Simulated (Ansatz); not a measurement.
**MgO: moving O off its site**

MgO, Fm-3m, a = 4.214 Å. Ansatz: PBEsol, PAW, 420 eV, Γ-centred 6×6×6 mesh on 8 atoms, Gaussian smearing 0.05 eV; no spin polarisation.

```
Mg O
1.0
     4.21421    0.00000    0.00000
     0.00000   -4.21421    0.00000
     0.00000    0.00000   -4.21421
Mg O
4 4
Direct
  0.00000 0.00000 0.00000
  0.50000 0.50000 0.00000
  0.50000 0.00000 0.50000
  0.00000 0.50000 0.50000
  0.50000 0.00000 0.00000
  0.00000 0.50000 0.00000
  0.00000 0.00000 0.50000
  0.50000 0.50000 0.50000
```

Atom 5 (O) moves by x along the unit vector (-1.000, 0.000, 0.000), with its periodic images; all else is held. y is the free energy of the cell over the start, F the force along the path summed over the moved atoms. Symmetry makes y even in x.

| x (Å) | y (meV) | F (eV/Å) |
| --- | --- | --- |
| -0.200 | ? | ? |
| -0.100 | 53.8 | 1.10 |
| 0.000 | 0.0 | 0.00 |
| 0.025 | 3.3 | -0.27 |
| 0.050 | 13.3 | -0.53 |
| 0.075 | 30.1 | -0.81 |
| 0.125 | 84.9 | -1.40 |
| 0.150 | 123.7 | -1.71 |
| 0.175 | 170.8 | -2.05 |

**Question.** Fit y = c2 x² + c4 x⁴ to the energies of the other rows, give the force constant, and predict energy and force of the missing row.

**Answer.** Least squares on the rows shown. y = 5286.1 x² + 9481.6 x⁴. The force constant is 2 c2 = 10.6 eV/Å² (for all images moving together, not for a lone atom). The force −dy/dx at the missing row is 2.42 eV/Å (computed 2.42). At x = -0.200 the fit asked for gives 226.6 meV. The run gave 226.6 meV, the same to the digits shown.

The oxygen sits in a single, nearly harmonic well: the energy rises at every displacement and the force always points back to the site, so there is no off-centre tendency along this Mg–O axis. The positive quartic term, 9481.6 in the fit, makes the well stiffen with amplitude, though it remains a small correction even at -0.200 Å.

The likely cause is short-range repulsion between the closed-shell ions. It grows steeply as O approaches one Mg, and this outweighs the relief on the opposite side. Inversion symmetry cancels the odd terms, leaving the hardening to appear at fourth order. Polarisation of the O 2p shell and residual covalency can soften such a well, but in MgO they are too weak to overcome the repulsion, in keeping with its behaviour as an ordinary, non-ferroelectric dielectric.

Cubic site symmetry makes the harmonic stiffness the same in every direction, but not the quartic term. The curvature also doesn't give a single phonon frequency, since shifting one O sublattice of the cell against a fixed remainder mixes zone-centre and zone-boundary modes.
